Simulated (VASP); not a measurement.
A run of VASP 6.6.1 is set up as follows.

POSCAR

```
GaP
1.0
    1.9143407501      1.1052451457      6.3575832013
   -1.9143407501      1.1052451457      6.3575832013
    0.0000000000     -2.2104902964      6.3575832005
Ga P
2 2
Direct
    0.4358457537      0.4358457537      0.4358457537
    0.5641542463      0.5641542463      0.5641542463
    0.0577362241      0.0577362241      0.0577362241
    0.9422637759      0.9422637759      0.9422637759
```

File INCAR.step1:

```
PREC = Accurate ; ENCUT = 520
ISMEAR = 0 ; SIGMA = 0.02
LREAL = F ; LASPH = T
NELM = 100 ; NBANDS = 26
GGA = PE ; ALGO = Normal
EDIFF = 1E-4 ; LWAVE = T
LCHARG = F
```

File INCAR.step2:

```
PREC = Accurate ; ENCUT = 520
EDIFF = 1E-7 ; ISMEAR = 0
SIGMA = 0.02 ; LREAL = F
LASPH = T ; NELM = 100
ALGO = Normal ; ISIF = 2
LWAVE = F ; LCHARG = T
METAGGA = R2SCAN ; LMIXTAU = T
LUSE_VDW = T ; IVDW_NL = 2
BPARAM = 11.95 ; CPARAM = 0.0093
LELF = T ; LVHAR = T
NBANDS = 26 ; ISTART = 1
```

File KPOINTS:

```
regular mesh
0
Gamma
  9 9 9
```

Potentials or basis: VASP PAW PBE potentials, release 64 (Ga_d, P).

Run with:

```sh
$ cat potpaw_PBE.64/Ga_d/POTCAR potpaw_PBE.64/P/POTCAR > POTCAR
$ cp INCAR.step1 INCAR
$ mpirun -np 1 vasp_std > vasp.out
$ cp INCAR.step2 INCAR
$ mpirun -np 1 vasp_std > vasp.out
```

(1) What does it give for the largest force?

(2) Predict the pressure.

(3) Estimate the band gap on the k mesh.

Answers

(1) 0.064 eV/Å.

(2) -0.1 GPa.

(3) 1.06 eV, indirect (least direct gap 1.58 eV).

Caveat: the PAW data sets were made with another functional, which shifts forces and pressure a little; an odd mesh through Γ misses points on the zone boundary, where band edges often lie.
